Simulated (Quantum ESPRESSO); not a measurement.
# Hf (P6/mmm) in Quantum ESPRESSO: settings compared

One crystal, Hf, is run at these levels: PBEsol, LDA; tasks: band structure, single point, equation of state.

Everything below comes from runs of Quantum ESPRESSO 7.5. Logs are shortened: lines on timing, memory, paths and dates and some standing lists are left out, and cuts for length are marked.

### Step 1. Starting point

It takes space group P6/mmm (No. 191, hexagonal). Conventional cell: a = 4.962 Å, b = 4.962 Å, c = 3.086 Å, α = 90.00°, β = 90.00°, γ = 120.00°. Hf (site symmetry 6/mmm) is surrounded by 14 Hf at 3.09 to 3.25 Å. Around Hf (site symmetry -6m2) lie 11 Hf at 2.87 to 3.25 Å.

This isn't the form of Hf at room conditions, which is hcp.

### Step 2. Band structure, PBEsol

Input file pw.in:

```
&CONTROL
  calculation = 'scf'
  prefix = 'pwscf'
  outdir = './tmp'
  pseudo_dir = './pseudo'
  tprnfor = .true.
  tstress = .true.
  disk_io = 'low'
/
&SYSTEM
  ibrav = 0
  celldm(1) = 8
  nat = 3
  ntyp = 1
  ecutwfc = 45
  ecutrho = 360
  nbnd = 26
  occupations = 'smearing'
  smearing = 'fd'
  degauss = 0.00367493
/
&ELECTRONS
  conv_thr = 6d-10
  electron_maxstep = 120
  mixing_beta = 0.5
/
ATOMIC_SPECIES
Hf   178.4900 hf_pbesol_v1.uspp.F.UPF
CELL_PARAMETERS alat
  1.1721804722874   0.0000000000000   0.0000000000000
 -0.5860902361437   1.0151380668081   0.0000000000000
  0.0000000000000   0.0000000000000   0.7290167136859
ATOMIC_POSITIONS crystal
Hf     0.0000000000    0.0000000000    0.0000000000
Hf     0.3333333333    0.6666666667    0.5000000000
Hf     0.6666666667    0.3333333333    0.5000000000
K_POINTS automatic
6 6 9 0 0 0
```

Input file bands.in:

```
&CONTROL
  calculation = 'bands'
  prefix = 'pwscf'
  outdir = './tmp'
  pseudo_dir = './pseudo'
  disk_io = 'low'
  verbosity = 'high'
/
&SYSTEM
  ibrav = 0
  celldm(1) = 8
  nat = 3
  ntyp = 1
  ecutwfc = 45
  ecutrho = 360
  nbnd = 26
  occupations = 'smearing'
  smearing = 'fd'
  degauss = 0.00367493
/
&ELECTRONS
  conv_thr = 1d-08
  electron_maxstep = 120
  mixing_beta = 0.5
  diago_full_acc = .true.
  startingwfc = 'random'
/
ATOMIC_SPECIES
Hf   178.4900 hf_pbesol_v1.uspp.F.UPF
CELL_PARAMETERS alat
  1.1721804722874   0.0000000000000   0.0000000000000
 -0.5860902361437   1.0151380668081   0.0000000000000
  0.0000000000000   0.0000000000000   0.7290167136859
ATOMIC_POSITIONS crystal
Hf     0.0000000000    0.0000000000    0.0000000000
Hf     0.3333333333    0.6666666667    0.5000000000
Hf     0.6666666667    0.3333333333    0.5000000000
K_POINTS crystal
60
 0.0000000000  0.0000000000  0.0000000000 1
 0.1000000000  0.0000000000  0.0000000000 1
 0.2000000000  0.0000000000  0.0000000000 1
 0.3000000000  0.0000000000  0.0000000000 1
 0.4000000000  0.0000000000  0.0000000000 1
 0.5000000000  0.0000000000  0.0000000000 1
 0.4444444444  0.1111111111  0.0000000000 1
 0.3888888889  0.2222222222  0.0000000000 1
 0.3333333333  0.3333333333  0.0000000000 1
 0.2777777778  0.2777777778  0.0000000000 1
 0.2222222222  0.2222222222  0.0000000000 1
 0.1666666667  0.1666666667  0.0000000000 1
 0.1111111111  0.1111111111  0.0000000000 1
 0.0555555556  0.0555555556  0.0000000000 1
 0.0000000000  0.0000000000  0.0000000000 1
 0.0000000000  0.0000000000  0.0625000000 1
 0.0000000000  0.0000000000  0.1250000000 1
 0.0000000000  0.0000000000  0.1875000000 1
 0.0000000000  0.0000000000  0.2500000000 1
 0.0000000000  0.0000000000  0.3125000000 1
 0.0000000000  0.0000000000  0.3750000000 1
 0.0000000000  0.0000000000  0.4375000000 1
 0.0000000000  0.0000000000  0.5000000000 1
 0.0833333333  0.0000000000  0.5000000000 1
 0.1666666667  0.0000000000  0.5000000000 1
 0.2500000000  0.0000000000  0.5000000000 1
 0.3333333333  0.0000000000  0.5000000000 1
 0.4166666667  0.0000000000  0.5000000000 1
 0.5000000000  0.0000000000  0.5000000000 1
 0.4444444444  0.1111111111  0.5000000000 1
 0.3888888889  0.2222222222  0.5000000000 1
 0.3333333333  0.3333333333  0.5000000000 1
 0.2857142857  0.2857142857  0.5000000000 1
 0.2380952381  0.2380952381  0.5000000000 1
 0.1904761905  0.1904761905  0.5000000000 1
 0.1428571429  0.1428571429  0.5000000000 1
 0.0952380952  0.0952380952  0.5000000000 1
 0.0476190476  0.0476190476  0.5000000000 1
 0.0000000000  0.0000000000  0.5000000000 1
 0.5000000000  0.0000000000  0.5000000000 1
 0.5000000000  0.0000000000  0.4444444444 1
 0.5000000000  0.0000000000  0.3888888889 1
 0.5000000000  0.0000000000  0.3333333333 1
 0.5000000000  0.0000000000  0.2777777778 1
 0.5000000000  0.0000000000  0.2222222222 1
 0.5000000000  0.0000000000  0.1666666667 1
 0.5000000000  0.0000000000  0.1111111111 1
 0.5000000000  0.0000000000  0.0555555556 1
 0.5000000000  0.0000000000  0.0000000000 1
 0.3333333333  0.3333333333  0.0000000000 1
 0.3333333333  0.3333333333  0.0500000000 1
 0.3333333333  0.3333333333  0.1000000000 1
 0.3333333333  0.3333333333  0.1500000000 1
 0.3333333333  0.3333333333  0.2000000000 1
 0.3333333333  0.3333333333  0.2500000000 1
 0.3333333333  0.3333333333  0.3000000000 1
 0.3333333333  0.3333333333  0.3500000000 1
 0.3333333333  0.3333333333  0.4000000000 1
 0.3333333333  0.3333333333  0.4500000000 1
 0.3333333333  0.3333333333  0.5000000000 1
```

Potentials or basis: GBRV 1.5 PBEsol.

Started as:

```sh
$ OMP_NUM_THREADS=1 mpirun -n 2 pw.x -nk 2 -in pw.in > pw.out
$ OMP_NUM_THREADS=1 mpirun -n 2 pw.x -nk 2 -in bands.in > bands.out
```

pw.out:

```text
This program is part of the open-source Quantum ESPRESSO suite
     for quantum simulation of materials; please cite
         "P. Giannozzi et al., J. Phys.:Condens. Matter 21 395502 (2009);
         "P. Giannozzi et al., J. Phys.:Condens. Matter 29 465901 (2017);
         "P. Giannozzi et al., J. Chem. Phys. 152 154105 (2020);
     in publications or presentations arising from this work. More details at

     Message from routine setup:
     using ibrav=0 with symmetry is DISCOURAGED, use correct ibrav instead

     K-points division:     npool     =       2
     Subspace diagonalization in iterative solution of the eigenvalue problem:
     a serial algorithm will be used

     G-vector sticks info
     --------------------
     sticks:   dense  smooth     PW     G-vecs:    dense   smooth      PW
     Sum        2185    1075    313                51191    18127    2941

     Using Slab Decomposition

     bravais-lattice index     =            0
     lattice parameter (alat)  =       8.0000  a.u.
     unit-cell volume          =     444.1473 (a.u.)^3
     number of atoms/cell      =            3
     number of atomic types    =            1
     number of electrons       =        36.00
     number of Kohn-Sham states=           26
     kinetic-energy cutoff     =      45.0000  Ry
     charge density cutoff     =     360.0000  Ry
     scf convergence threshold =      6.0E-10
     mixing beta               =       0.5000
     number of iterations used =            8  plain     mixing
     Exchange-correlation= SLA  PW   PSX  PSC
                           (   1   4  10   8   0   0   0)

     celldm(1)=   8.000000  celldm(2)=   0.000000  celldm(3)=   0.000000
     celldm(4)=   0.000000  celldm(5)=   0.000000  celldm(6)=   0.000000

     crystal axes: (cart. coord. in units of alat)
               a(1) = (   1.172180   0.000000   0.000000 )
               a(2) = (  -0.586090   1.015138   0.000000 )
               a(3) = (   0.000000   0.000000   0.729017 )

     reciprocal axes: (cart. coord. in units 2 pi/alat)
               b(1) = (  0.853111  0.492544 -0.000000 )
               b(2) = (  0.000000  0.985088  0.000000 )
               b(3) = (  0.000000 -0.000000  1.371711 )

     PseudoPot. # 1 for Hf read from file:
     hf_pbesol_v1.uspp.F.UPF
     Pseudo is Ultrasoft + core correction, Zval = 12.0
     Generated by new atomic code, or converted to UPF format
     Using radial grid of  921 points,  8 beta functions with:
                l(1) =   0
                l(2) =   0
                l(3) =   0
                l(4) =   1
                l(5) =   1
                l(6) =   2
                l(7) =   2
                l(8) =   3
     Q(r) pseudized with  6 coefficients,  rinner =    1.200   1.200   1.200
                                                       1.200   1.200   1.200
                                                       1.200

     atomic species   valence    mass     pseudopotential
     Hf               12.00   178.49000     Hf( 1.00)

     24 Sym. Ops., with inversion, found

   Cartesian axes

     site n.     atom                  positions (alat units)
         1        Hf     tau(   1) = (   0.0000000   0.0000000   0.0000000  )
         2        Hf     tau(   2) = (  -0.0000000   0.6767587   0.3645084  )
         3        Hf     tau(   3) = (   0.5860902   0.3383794   0.3645084  )

     number of k points=    35  Fermi-Dirac smearing, width (Ry)=  0.0037
                       cart. coord. in units 2pi/alat
        k(    1) = (   0.0000000   0.0000000   0.0000000), wk =   0.0061728
        k(    2) = (   0.0000000   0.0000000   0.1524123), wk =   0.0123457
        k(    3) = (   0.0000000   0.0000000   0.3048246), wk =   0.0123457
        k(    4) = (   0.0000000   0.0000000   0.4572369), wk =   0.0123457
        k(    5) = (   0.0000000   0.0000000   0.6096492), wk =   0.0123457
        k(    6) = (   0.0000000   0.1641813   0.0000000), wk =   0.0370370
[... 27 lines left out ...]
        k(   34) = (   0.2843703   0.4925438   0.4572369), wk =   0.0246914
        k(   35) = (   0.2843703   0.4925438   0.6096492), wk =   0.0246914

     Dense  grid:    51191 G-vectors     FFT dimensions: (  60,  60,  36)

     Smooth grid:    18127 G-vectors     FFT dimensions: (  45,  45,  25)

     Initial potential from superposition of free atoms

     starting charge      30.0000, renormalised to      36.0000

     negative rho (up, down):  3.824E-01 0.000E+00
     Starting wfcs are   39 randomized atomic wfcs

     Self-consistent Calculation

     iteration #  1     ecut=    45.00 Ry     beta= 0.50
     Davidson diagonalization with overlap
     ethr =  1.00E-02,  avg # of iterations =  2.3

     negative rho (up, down):  3.329E-01 0.000E+00

     total energy              =    -475.16989583 Ry
     estimated scf accuracy    <       7.06331219 Ry

     iteration #  2     ecut=    45.00 Ry     beta= 0.50
     Davidson diagonalization with overlap
     ethr =  1.00E-02,  avg # of iterations =  2.0

     negative rho (up, down):  3.273E-01 0.000E+00

     total energy              =    -475.45539072 Ry
     estimated scf accuracy    <       0.57078077 Ry
[... 64 lines left out ...]
     iteration # 10     ecut=    45.00 Ry     beta= 0.50
     Davidson diagonalization with overlap
     ethr =  4.90E-11,  avg # of iterations =  3.5

     negative rho (up, down):  3.329E-01 0.000E+00

     total energy              =    -475.59645165 Ry
     estimated scf accuracy    <          1.7E-09 Ry

     iteration # 11     ecut=    45.00 Ry     beta= 0.50
     Davidson diagonalization with overlap
     ethr =  4.68E-12,  avg # of iterations =  2.1

     negative rho (up, down):  3.329E-01 0.000E+00

     End of self-consistent calculation

          k = 0.0000 0.0000 0.0000 (  2275 PWs)   bands (ev):

   -47.1067 -46.7923 -46.6860 -15.8631 -15.8631 -15.8217 -15.8217 -15.4507
   -15.2025 -15.0986 -15.0451 -15.0451   7.4947  12.2233  14.1095  14.1097
    14.1097  14.1441  14.1441  15.8514  16.8907  16.8907  17.6304  17.6304
    17.6760  17.6760

          k = 0.0000 0.0000 0.1524 (  2239 PWs)   bands (ev):

   -47.1030 -46.7892 -46.6827 -15.8487 -15.8487 -15.8133 -15.8133 -15.5111
   -15.2769 -15.1610 -15.0470 -15.0470   7.7934  12.5560  13.8469  13.8469
    13.9838  13.9838  14.6102  16.1785  16.7285  16.7285  17.4425  17.4425
    18.0457  18.0457

          k = 0.0000 0.0000 0.3048 (  2239 PWs)   bands (ev):

   -47.0939 -46.7814 -46.6745 -15.8118 -15.8118 -15.7921 -15.7921 -15.6598
   -15.4632 -15.3158 -15.0529 -15.0529   8.6241  13.2327  13.2327  13.2895
    13.5863  13.5863  16.0590  16.6414  16.6414  16.9804  16.9804  17.1585
    18.6974  18.6974
[... 73 lines left out ...]
   -47.0829 -46.7503 -46.6880 -15.9199 -15.9053 -15.8390 -15.6605 -15.6177
   -15.5340 -15.4923 -15.1784 -15.0267  10.6499  12.1864  12.9474  13.0283
    13.5149  14.1868  15.2280  15.6502  16.3400  16.3984  18.0770  18.4029
    19.2669  19.5619

          k = 0.0000 0.3284 0.6096 (  2268 PWs)   bands (ev):

   -47.0766 -46.7440 -46.6818 -15.9917 -15.9265 -15.8187 -15.7160 -15.6563
   -15.5945 -15.5497 -15.1652 -15.0195  11.3559  11.8893  12.6274  13.2417
    13.3170  14.0417  15.4883  15.5751  16.2569  16.4456  18.5674  19.1748
    19.4277  20.6213

          k = 0.0000-0.4925 0.0000 (  2264 PWs)   bands (ev):

   -47.1040 -46.7591 -46.7224 -16.1052 -15.8277 -15.6581 -15.5621 -15.4024
   -15.2623 -15.2049 -15.1469 -15.0523  10.1134  10.2287  11.1843  14.2782
    14.3298  14.3959  14.9323  15.6119  15.8333  16.3279  17.7490  17.8144
    19.1208  19.9886

          k = 0.0000-0.4925 0.1524 (  2272 PWs)   bands (ev):

   -47.1007 -46.7557 -46.7191 -16.0824 -15.8270 -15.6763 -15.5708 -15.4405
   -15.2708 -15.2502 -15.2117 -15.0465  10.3589  10.4713  11.4534  14.2129
    14.4248  14.5148  14.9950  15.1461  15.6345  16.3945  17.5399  17.8416
    19.1418  19.4176

          k = 0.0000-0.4925 0.3048 (  2248 PWs)   bands (ev):

   -47.0923 -46.7471 -46.7107 -16.0188 -15.8374 -15.7662 -15.5981 -15.4913
   -15.3908 -15.3713 -15.2504 -15.0319  10.9281  11.0322  12.1536  13.9250
    14.1624  14.4129  14.7339  15.1442  15.9847  16.2848  17.4183  18.3042
    18.7091  19.1272

          k = 0.0000-0.4925 0.4572 (  2256 PWs)   bands (ev):

   -47.0828 -46.7373 -46.7012 -15.9284 -15.9137 -15.8861 -15.6472 -15.5595
   -15.4922 -15.4873 -15.2436 -15.0153  11.4063  11.5290  13.0519  13.2326
    13.6503  14.2385  14.8480  15.2793  16.3035  16.4009  17.9967  18.3206
    19.0118  19.2817

          k = 0.0000-0.4925 0.6096 (  2274 PWs)   bands (ev):

   -47.0765 -46.7309 -46.6950 -16.0176 -15.9456 -15.8345 -15.7141 -15.6694
   -15.5276 -15.4846 -15.2396 -15.0045  11.5706  11.7465  12.7874  13.3777
    13.8299  14.0669  15.1527  15.3318  16.0072  16.3939  18.1774  18.9682
    18.9839  20.2159

          k = 0.1422 0.2463 0.0000 (  2258 PWs)   bands (ev):

   -47.1050 -46.7759 -46.7044 -16.0059 -15.9807 -15.6558 -15.5565 -15.4218
   -15.2234 -15.2062 -15.1252 -15.0428   8.5047  11.6813  11.9885  13.5012
    14.2656  14.6299  15.5166  15.7431  15.8411  16.8009  16.8036  17.7988
    19.3007  19.4314

          k = 0.1422 0.2463 0.1524 (  2262 PWs)   bands (ev):

   -47.1016 -46.7727 -46.7011 -15.9919 -15.9608 -15.6643 -15.5597 -15.4873
   -15.2787 -15.2020 -15.1883 -15.0402   8.7787  11.9627  12.2004  13.5388
    14.2402  14.2785  15.6147  15.8074  15.8467  16.4230  16.9754  17.6519
    19.1192  19.4849
[... 80 lines left out ...]
   -47.0827 -46.7193 -46.7193 -16.0238 -15.8524 -15.8524 -15.6319 -15.5246
   -15.5246 -15.3902 -15.3902 -14.9832  11.4549  12.2520  12.2520  13.3128
    14.1072  14.1072  14.8023  14.8023  16.5987  16.5987  16.7996  18.5270
    19.2311  19.7320

          k = 0.2844 0.4925 0.6096 (  2277 PWs)   bands (ev):

   -47.0765 -46.7130 -46.7130 -16.0983 -15.8798 -15.8798 -15.6534 -15.5646
   -15.5646 -15.4120 -15.4120 -14.9729  11.3532  12.6592  12.6592  13.6074
    13.6132  13.6132  15.2509  15.2509  16.1474  16.1474  17.6026  18.0896
    19.4543  21.2424

     the Fermi energy is    14.7285 ev

!    total energy              =    -475.59645165 Ry
     estimated scf accuracy    <          2.2E-10 Ry
     smearing contrib. (-TS)   =      -0.00181115 Ry
     internal energy E=F+TS    =    -475.59464050 Ry

     The total energy is F=E-TS. E is the sum of the following terms:
     one-electron contribution =     -55.27880057 Ry
     hartree contribution      =      40.94228583 Ry
     xc contribution           =    -225.84167310 Ry
     ewald contribution        =    -235.41645266 Ry

     convergence has been achieved in  11 iterations

     negative rho (up, down):  3.329E-01 0.000E+00

     Forces acting on atoms (cartesian axes, Ry/au):

     atom    1 type  1   force =    -0.00000000    0.00000000    0.00000000
     atom    2 type  1   force =    -0.00000000    0.00000000   -0.00000000
     atom    3 type  1   force =     0.00000000   -0.00000000   -0.00000000

     Total force =     0.000000     Total SCF correction =     0.000000

     Computing stress (Cartesian axis) and pressure

     negative rho (up, down):  3.329E-01 0.000E+00
          total   stress  (Ry/bohr**3)                   (kbar)     P=      -26.08
  -0.00018893   0.00000000   0.00000000          -27.79        0.00        0.00
   0.00000000  -0.00018893  -0.00000000            0.00      -27.79       -0.00
   0.00000000  -0.00000000  -0.00015396            0.00       -0.00      -22.65

=------------------------------------------------------------------------------=
   JOB DONE.
=------------------------------------------------------------------------------=
```

Run time: 61 s. Hardware: 2 MPI ranks of Arm Neoverse V2, shared host; peak memory 0.48 GiB.

Results:

| Property | Result |
| --- | --- |
| Free energy | -6470.8194 eV |
| Pressure | -2.6 GPa |
| Band gap on the k mesh | none (metal or under the smearing width) |

Stress tensor (GPa, compression positive):
```
-2.78  0.00  0.00
 0.00 -2.78  0.00
 0.00  0.00 -2.26
```

Levels at the corners of the path, in eV from the Fermi level:
```csv
point,band 14,band 15,band 16,band 17,band 18,band 19,band 20,band 21,band 22,band 23
Γ,-2.51,-0.62,-0.62,-0.62,-0.58,-0.58,1.12,2.16,2.16,2.90
M,-4.50,-3.54,-0.45,-0.40,-0.33,0.20,0.88,1.10,1.60,3.02
K,-4.10,-4.10,-0.27,-0.27,-0.11,0.25,0.53,0.53,2.39,2.39
Γ,-2.51,-0.62,-0.62,-0.62,-0.58,-0.58,1.12,2.16,2.16,2.90
A,-2.52,-2.52,-2.18,-1.88,-1.88,1.41,1.41,2.03,2.03,5.27
L,-2.96,-2.00,-1.39,-0.76,-0.69,0.52,0.61,1.12,1.68,3.44
H,-2.01,-2.01,-1.19,-1.19,-1.06,0.74,0.74,1.19,1.19,3.00
A,-2.52,-2.52,-2.18,-1.88,-1.88,1.41,1.41,2.03,2.03,5.27
L,-2.96,-2.00,-1.39,-0.76,-0.69,0.52,0.61,1.12,1.68,3.44
M,-4.50,-3.54,-0.45,-0.40,-0.33,0.20,0.88,1.10,1.60,3.02
K,-4.10,-4.10,-0.27,-0.27,-0.11,0.25,0.53,0.53,2.39,2.39
H,-2.01,-2.01,-1.19,-1.19,-1.06,0.74,0.74,1.19,1.19,3.00
```

Caveat: spin-orbit coupling is left out, which moves the levels of the heavy elements.

[end of part 1 of 2]
